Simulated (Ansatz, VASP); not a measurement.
## One calculation of InP, two programs

Contents of INCAR:

```
  PREC = Accurate
  ENCUT = 600
  EDIFF = 1E-6
  ISMEAR = 0
  SIGMA = 0.02
  LREAL = F
  LASPH = T
  NELM = 60
  ALGO = Normal
  ISIF = 3
  LWAVE = F
  LCHARG = F
  GGA = PE
  IBRION = 2
  NSW = 100
  EDIFFG = -0.002
```

KPOINTS

```
regular mesh
0
Gamma
  10 10 10
```

The input POSCAR:

```
InP
1.0
    0.0000000000      2.9519763900      2.9519763900
    2.9519763900      0.0000000000      2.9519763900
    2.9519763900      2.9519763900      0.0000000000
In P
1 1
Direct
    0.0000000000      0.0000000000      0.0000000000
    0.7500000000      0.7500000000      0.7500000000
```

Input for Ansatz:

```yaml
crystal:
  lattice:
    - [0.0, 2.95197639, 2.95197639]
    - [2.95197639, 0.0, 2.95197639]
    - [2.95197639, 2.95197639, 0.0]
  atoms:
    - { symbol: In, position: [0.0, 0.0, 0.0] }
    - { symbol: P, position: [0.75, 0.75, 0.75] }
basis:
  ecutwfc: 420
kpoints:
  mp_grid: { grid: [10, 10, 10] }
hamiltonian:
  xc: pbe
  pseudopotentials: { kind: paw, azcp: { folder: soft_1 } }
scf:
  occupations: { method: gaussian, width: 0.02 }
output:
  forces: true
  stress: true
  eigenvalues: true
  write_density: true
  write_potential: true
  elf: true
  volumetric_format: npy
relax:
  adjacent_minimum: "off"
  f_tol: 0.002
  max_steps: 80
  cell: { stress_tol: 0.02 }
```

The cell is a database's computed one.

Alike in both runs: task relaxation of cell and atoms; functional PBE; k mesh 10 × 10 × 10; occupations gaussian, width 0.02 eV; no spin polarisation.

```csv
,VASP,Ansatz
version,VASP 6.6.1,Ansatz 0.2.0
potentials or method,"VASP PAW PBE potentials, release 64 (In_d, P)","scalar-relativistic, plane waves, PAW"
plane-wave cutoff (eV),600,420
valence electrons in the cell,18,18
```

|  | VASP | Ansatz | Ansatz less VASP |
| --- | --- | --- | --- |
| gap on the k mesh at the Fermi level, each at its own relaxed structure (eV) | 0.44 | 0.44 | -0.002 |
| relaxed volume (Å³/atom) | 26.45 | 26.46 | +0.018 |
| relaxed cell length with the largest relative difference (Å) | 4.213 | 4.214 | +0.0010 |
| energy change over the relaxation (meV/atom) | -4 | -4 | -0.1 |

Caveats: spin-orbit coupling is left out, which moves the levels of the heavy elements.
